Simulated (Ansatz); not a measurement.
Ni:

```xyz
2
Lattice="2.4480 0.0000 0.0000 -1.2240 2.1201 0.0000 0.0000 0.0000 4.0728" Properties=species:S:1:pos:R:3 pbc="T T T"
Ni    1.2240    0.7067    3.0546
Ni    0.0000    1.4134    1.0182
```

This isn't the form of Ni at room conditions, which is fcc.

* Program: Ansatz 0.2.0
* Task: relaxation of cell and atoms
* Functional: B3LYP
* Potentials or basis: Ansatz PAW
* Cutoff: 420 eV (not typed: the program's choice for these potentials)
* k mesh: 6 × 6 × 4
* Occupations: fermi-dirac, width 0.05 eV
* Spin: collinear spin, ferromagnetic start
* Starting moments: [1.0, 1.0] μB

At the start: volume 10.57 Å³/atom.

Q: Where does the relaxation end?

A: It ends after 9 steps and the volume is 11.04 Å³/atom (+4.5 %); space group P6_3/mmc (No. 194, to 0.05 Å); moment 1.35 μB per cell.

The path:
| step | energy change (eV) | largest force (eV/Å) | volume (Å³) |
| --- | --- | --- | --- |
| 1 | 0.0000 | 0.0000 | 21.14 |
| 2 | -0.0200 | 0.0000 | 21.55 |
| 3 | -0.0299 | 0.0000 | 22.02 |
| 4 | -0.0311 | 0.0000 | 22.10 |
| 5 | -0.0312 | 0.0000 | 22.09 |
| 6 | -0.0312 | 0.0000 | 22.09 |
| 7 | -0.0322 | 0.0000 | 22.09 |
| 8 | -0.0322 | 0.0000 | 22.08 |
| 9 | -0.0322 | 0.0000 | 22.08 |

Final structure:
```cif
data_structure
_symmetry_space_group_name_H-M 'P 1'
_symmetry_Int_Tables_number 1
_cell_length_a 2.5079
_cell_length_b 2.5079
_cell_length_c 4.0540
_cell_angle_alpha 90.000
_cell_angle_beta 90.000
_cell_angle_gamma 120.000
_cell_volume 22.08
loop_
_atom_site_label
_atom_site_type_symbol
_atom_site_fract_x
_atom_site_fract_y
_atom_site_fract_z
_atom_site_occupancy
Ni1 Ni 0.66667 0.33333 0.75000 1
Ni2 Ni 0.33333 0.66667 0.25000 1
```

Caveat: the k mesh is coarse (spacing up to 0.49 Å⁻¹), so the values aren't converged, least of all with exact exchange; the magnetic or orbital state may not be the lowest; the plane-wave basis is chosen anew once the cell has moved, so the energies of steps on either side of that aren't comparable; the PAW data sets come from PBE, with cores solved anew for the run's functional, which leaves a small shift of forces and pressure.
